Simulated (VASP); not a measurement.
# AlP (F-43m) in VASP: a series of runs

Runs on AlP. Level: PBEsol. Tasks: single point.

All numbers are computed with VASP 6.6.1; they aren't measurements. Logs are shortened: lines on timing, memory, paths and dates and some standing lists are left out, and cuts for length are marked.

**What was measured.**

From a printed reference work, data compilation, for a bulk crystal of AlP at 4.2 K: band gap 2.505 eV (indirect).

The runs below are set against these values where they give the same quantity.

### 1 The cell of the first run

It takes space group F-43m (No. 216, cubic). Conventional cell: a = 5.430 Å, b = 5.430 Å, c = 5.430 Å, α = 90.00°, β = 90.00°, γ = 90.00°. Within 3.1 Å of Al (site symmetry -43m) lie 4 P at 2.35 Å. P (site symmetry -43m) has 4 Al at 2.35 Å within 3.1 Å.

### 2 Single point, PBEsol

Contents of INCAR:

```
SYSTEM = AlP
PREC = Accurate
ENCUT = 500
EDIFF = 1E-6
ISMEAR = 0
SIGMA = 0.01
LREAL = .False.
LASPH = .True.
NELM = 120
ALGO = Normal
ISIF = 2
LWAVE = .False.
LCHARG = .False.
GGA = PS
NBANDS = 11
GGA_COMPAT = .False.
```

Contents of KPOINTS:

```
regular mesh
0
Gamma
  8 8 8
  0 0 0
```

Contents of POSCAR:

```
AlP
1.0
    2.7152230958      2.7152230958      0.0000000000
   -2.7152230958      2.7152230958      0.0000000000
    0.0000000000      2.7152230958      2.7152230958
Al P
1 1
Direct
    0.0000000000      0.0000000000      0.0000000000
    0.7500000000      0.2500000000      0.5000000000
```

Potentials or basis: VASP PAW PBE potentials, release 64 (Al, P).

The run is started by

```bash
> cat potpaw_PBE.64/Al/POTCAR potpaw_PBE.64/P/POTCAR > POTCAR
> mpirun -np 1 vasp_std > vasp.out
```

OUTCAR:

```text
SYSTEM = AlP
   PREC = Accurate
   ENCUT = 500
   EDIFF = 1E-6
   ISMEAR = 0
   LREAL = .False.
   LASPH = .True.
   NELM = 120
   ISIF = 2
   GGA = PS

 ion  position               nearest neighbor table
   1  0.000  0.000  0.000-   2 2.35   2 2.35   2 2.35   2 2.35
   2  0.750  0.250  0.500-   1 2.35   1 2.35   1 2.35   1 2.35

  LATTYP: Found a face centered cubic cell.
 ALAT       =     5.4304461916

  Lattice vectors:

 A1 = (   0.0000000000,   2.7152230958,   2.7152230958)
 A2 = (   2.7152230958,   0.0000000000,   2.7152230958)
 A3 = (   2.7152230958,   2.7152230958,   0.0000000000)

Analysis of symmetry for initial positions (statically):
=====================================================================
 Subroutine PRICEL returns:
 Original cell was already a primitive cell.

 Routine SETGRP: Setting up the symmetry group for a
 face centered cubic supercell.

 Subroutine GETGRP returns: Found 24 space group operations
 (whereof 24 operations were pure point group operations)
 out of a pool of 48 trial point group operations.

The static configuration has the point symmetry T_d .

Analysis of symmetry for dynamics (positions and initial velocities):
=====================================================================
 Subroutine PRICEL returns:
 Original cell was already a primitive cell.

 Routine SETGRP: Setting up the symmetry group for a
 face centered cubic supercell.

 Subroutine GETGRP returns: Found 24 space group operations
 (whereof 24 operations were pure point group operations)
 out of a pool of 48 trial point group operations.

The dynamic configuration has the point symmetry T_d .

 Subroutine INISYM returns: Found 24 space group operations
 (whereof 24 operations are pure point group operations),
 and found     1 'primitive' translations

----------------------------------------------------------------------------------------

                                     Primitive cell

  volume of cell :      40.0356

  direct lattice vectors                    reciprocal lattice vectors
     2.715223096  2.715223096  0.000000000     0.184146931  0.184146931 -0.184146931
    -2.715223096  2.715223096  0.000000000    -0.184146931  0.184146931 -0.184146931
     0.000000000  2.715223096  2.715223096     0.000000000  0.000000000  0.368293862

  length of vectors
     3.839905327  3.839905327  3.839905327     0.318951841  0.318951841  0.368293862

  position of ions in fractional coordinates (direct lattice)
     0.000000000  0.000000000  0.000000000
     0.750000000  0.250000000  0.500000000

  ion indices of the primitive-cell ions
   primitive index   ion index
                 1           1
                 2           2

----------------------------------------------------------------------------------------

 KPOINTS: regular mesh

Automatic generation of k-mesh.
 Grid dimensions read from file:
 generate k-points for:    8    8    8

 Generating k-lattice:

  Cartesian coordinates                     Fractional coordinates (reciprocal lattice)
     0.023018366  0.023018366 -0.023018366     0.125000000  0.000000000  0.000000000
    -0.023018366  0.023018366 -0.023018366     0.000000000  0.125000000  0.000000000
     0.000000000  0.000000000  0.046036733     0.000000000  0.000000000  0.125000000

  Length of vectors
     0.039868980  0.039868980  0.046036733

  Shift w.r.t. Gamma in fractional coordinates (k-lattice)
     0.000000000  0.000000000  0.000000000

 Subroutine IBZKPT returns following result:
 ===========================================

 Found     29 irreducible k-points:

 Following reciprocal coordinates:
            Coordinates               Weight
  0.000000  0.000000  0.000000      1.000000
  0.125000  0.000000  0.000000      8.000000
  0.250000  0.000000  0.000000      8.000000
  0.375000  0.000000  0.000000      8.000000
  0.500000  0.000000  0.000000      4.000000
  0.125000  0.125000  0.000000     12.000000
[... 16 lines left out ...]
  0.375000  0.250000  0.125000     48.000000
  0.500000  0.250000  0.125000     24.000000
 [... further k-points ...]
   k-points           NKPTS =     29   k-points in BZ     NKDIM =     29   number of bands    NBANDS=     11
   number of dos      NEDOS =    301   number of ions     NIONS =      2
   total plane-waves  NPLWV =  21952
   dimension x,y,z NGX =    28 NGY =   28 NGZ =   28
   dimension x,y,z NGXF=    56 NGYF=   56 NGZF=   56
   ions per type =               1   1
   NGX,Y,Z   is equivalent  to a cutoff of  12.12, 12.12, 12.12 a.u.
   NGXF,Y,Z  is equivalent  to a cutoff of  24.24, 24.24, 24.24 a.u.
 SYSTEM =  AlP
   PREC   = accura    normal or accurate (medium, high low for compatibility)
   ISTART =      0    job   : 0-new  1-cont  2-samecut
   ICHARG =      2    charge: 1-file 2-atom 10-const
   ISPIN  =      1    spin polarized calculation?
   LNONCOLLINEAR =      F non collinear calculations
   LSORBIT =      F    spin-orbit coupling
   LASPH  =      T    aspherical Exc in radial PAW
   ENCUT  =  500.0 eV  36.75 Ry    6.06 a.u.   7.00  7.00  7.00*2*pi/ulx,y,z
   NELM   =    120;   NELMIN=  2; NELMDL= -5     # of ELM steps
   EDIFF  = 0.1E-05   stopping-criterion for ELM
   LREAL  =      F    real-space projection
   EDIFFG = 0.1E-04   stopping-criterion for IOM
   NSW    =      0    number of steps for IOM
   IBRION =     -1    ionic relax: 0-MD 1-quasi-New 2-CG
   NFREE  =      0    steps in history (QN), initial steepest desc. (CG)
   ISIF   =      2    stress and relaxation
   ISYM   =      2    0-nonsym 1-usesym 2-fastsym
   POTIM  = 0.5000    time-step for ionic-motion
   TEBEG  =    0.0;   TEEND  =   0.0 temperature during run
   PSTRESS=    0.0 pullay stress
   NELECT =       8.0000    total number of electrons
   NUPDOWN=      -1.0000    fix difference up-down
   EMIN   =  10.00;   EMAX   =-10.00  energy-range for DOS
   EFERMI =   0.00;   METHOD = LEGACY
   ISMEAR =     0;   SIGMA  =   0.01  broadening in eV -4-tet -1-fermi 0-gaus
   EFERMI_NEDOS =   21; number of points for ismear=-14 and -15
   IALGO  =     38    algorithm
   IMIX   =      4    mixing-type and parameters
     AMIX     =   0.40;   BMIX     =  1.00
     AMIX_MAG =   1.60;   BMIX_MAG =  1.00
  volume/ion in A,a.u.               =      20.02       135.09
  Fermi-wavevector in a.u.,A,eV,Ry     =   0.957097  1.808651 12.463409  0.916035
  Thomas-Fermi vector in A             =   2.086084
   LORBIT       =      0    0 simple, 1 ext, 2 COOP (PROOUT), +10 PAW based schemes
   GGA     = PS    functional components
   LHFCALC =     F    Hartree Fock is set to
   AEXX    =    0.0000 exact exchange contribution
   IVDW    =     0    specifies the selected vdW correction
   LEPSILON=     F    determine dielectric tensor
   LRPA    =     F    only Hartree local field effects (RPA)
 non-spin polarized calculation
 Gauss-broadening in eV      SIGMA  =   0.01
  energy-cutoff  :      500.00
  volume of cell :       40.04
 maximum number of plane-waves:      1036
   NGX = 13   NGY = 13   NGZ = 13

 number of electron       8.0000000 magnetization

 Free energy of the ion-electron system (eV)
  ---------------------------------------------------
  ext. energy  EPLUGINS =         0.00000000
  ---------------------------------------------------
  free energy    TOTEN  =       -10.98935870 eV

  energy without entropy =      -10.98935870  energy(sigma->0) =      -10.98935870

 E-fermi :   4.7313     XC(G=0):  -9.4276

 val. band max:        4.6858597536   @ k =   0.0000   0.0000   0.0000
 cond. band min:       6.0916323155   @ k =   0.5000   0.5000   0.0000
 fundamental gap:      1.4057725620
 Fermi energy:         4.7313200252

 k-point     1 :       0.0000    0.0000    0.0000
  band No.  band energies     occupation
      1      -6.9366      2.00000
      2       4.6859      2.00000
      3       4.6859      2.00000
      4       4.6859      2.00000
      5       8.0266      0.00000
      6       9.2205      0.00000
      7       9.2205      0.00000
      8       9.2205      0.00000
      9      13.5071      0.00000
     10      13.5071      0.00000
     11      14.8976      0.00000

 k-point     2 :       0.1250    0.0000    0.0000
  band No.  band energies     occupation
      1      -6.7598      2.00000
      2       3.4388      2.00000
      3       4.5338      2.00000
      4       4.5338      2.00000
      5       8.4104      0.00000
      6       9.5099      0.00000
      7       9.5099      0.00000
      8       9.7815      0.00000
      9      12.9893      0.00000
     10      12.9893      0.00000
     11      15.5198      0.00000

 k-point     3 :       0.2500    0.0000    0.0000
  band No.  band energies     occupation
      1      -6.2607      2.00000
      2       1.4493      2.00000
      3       4.2336      2.00000
      4       4.2336      2.00000
      5       7.9989      0.00000
      6       9.8061      0.00000
      7       9.8061      0.00000
      8      11.6338      0.00000
      9      12.9670      0.00000
     10      12.9670      0.00000
     11      14.9311      0.00000

 k-point     4 :       0.3750    0.0000    0.0000
  band No.  band energies     occupation
      1      -5.5851      2.00000
      2      -0.2333      2.00000
      3       3.9950      2.00000
      4       3.9950      2.00000
      5       7.6163      0.00000
      6       9.5902      0.00000
      7       9.5902      0.00000
      8      12.7579      0.00000
      9      14.3973      0.00000
     10      14.3973      0.00000
     11      15.2981      0.00000
[... 239 lines left out ...]
 k-point    22 :       0.2500    0.2500    0.1250
  band No.  band energies     occupation
      1      -5.8376      2.00000
      2       1.1379      2.00000
      3       2.7283      2.00000
      4       3.7480      2.00000
      5       8.4749      0.00000
      6       9.4978      0.00000
      7      10.0753      0.00000
      8      11.5065      0.00000
      9      13.0319      0.00000
     10      15.5092      0.00000
     11      17.6542      0.00000

 k-point    23 :       0.3750    0.2500    0.1250
  band No.  band energies     occupation
      1      -5.2172      2.00000
      2      -0.0058      2.00000
      3       2.1521      2.00000
      4       3.3498      2.00000
      5       8.5687      0.00000
      6       9.4346      0.00000
      7      10.7002      0.00000
      8      11.7882      0.00000
      9      14.1786      0.00000
     10      16.0426      0.00000
     11      17.5079      0.00000

 k-point    24 :       0.5000    0.2500    0.1250
  band No.  band energies     occupation
      1      -4.8736      2.00000
      2      -0.5884      2.00000
      3       2.0183      2.00000
      4       3.1551      2.00000
      5       8.5653      0.00000
      6       9.1589      0.00000
      7      11.5776      0.00000
      8      12.3770      0.00000
      9      13.6914      0.00000
     10      16.1209      0.00000
     11      17.4935      0.00000

 [... further k-points ...]

------------------------ aborting loop because EDIFF is reached ----------------------------------------

  FORCE on cell =-STRESS in cart. coord.  units (eV):
  Direction    XX          YY          ZZ          XY          YZ          ZX
  --------------------------------------------------------------------------------------
  -------------------------------------------------------------------------------------
  Total        0.5105778      0.5105778      0.5105778      0.0000000     -0.0000000      0.0000000
  in kB       20.4327080     20.4327080     20.4327080      0.0000000     -0.0000000      0.0000000
  external PRESSURE =      20.4327080 kB  Pullay stress =       0.0000000 kB

 VOLUME and BASIS-vectors are now :
 -----------------------------------------------------------------------------
  energy-cutoff  :      500.00
  volume of cell :       40.04
      direct lattice vectors                 reciprocal lattice vectors
     2.715223096  2.715223096  0.000000000     0.184146931  0.184146931 -0.184146931
    -2.715223096  2.715223096  0.000000000    -0.184146931  0.184146931 -0.184146931
     0.000000000  2.715223096  2.715223096     0.000000000  0.000000000  0.368293862

 POSITION                                       TOTAL-FORCE (eV/Angst)
 -----------------------------------------------------------------------------------
      0.00000      0.00000      0.00000         0.000000      0.000000      0.000000
      1.35761      4.07283      1.35761        -0.000000     -0.000000      0.000000
 -----------------------------------------------------------------------------------
    total drift:                                0.000000      0.000000      0.000000

  FREE ENERGIE OF THE ION-ELECTRON SYSTEM (eV)
  ---------------------------------------------------
  free  energy   TOTEN  =       -10.9893587026 eV

  energy  without entropy=      -10.9893587026  energy(sigma->0) =      -10.98935870
```

Wall time 8.5 s (1 thread of Intel Xeon 6975P-C, shared host); peak memory 0.15 GiB.

Results:

```
Free energy            : -10.9894 eV
Pressure               : 2.0 GPa
Band gap on the k mesh : 1.41 eV, indirect (least direct gap 3.34 eV)
```

Caveat: the PAW data sets were made with another functional, which shifts forces and pressure a little. A k mesh can miss the band edges.

(Part 1 of 2 ends here.)
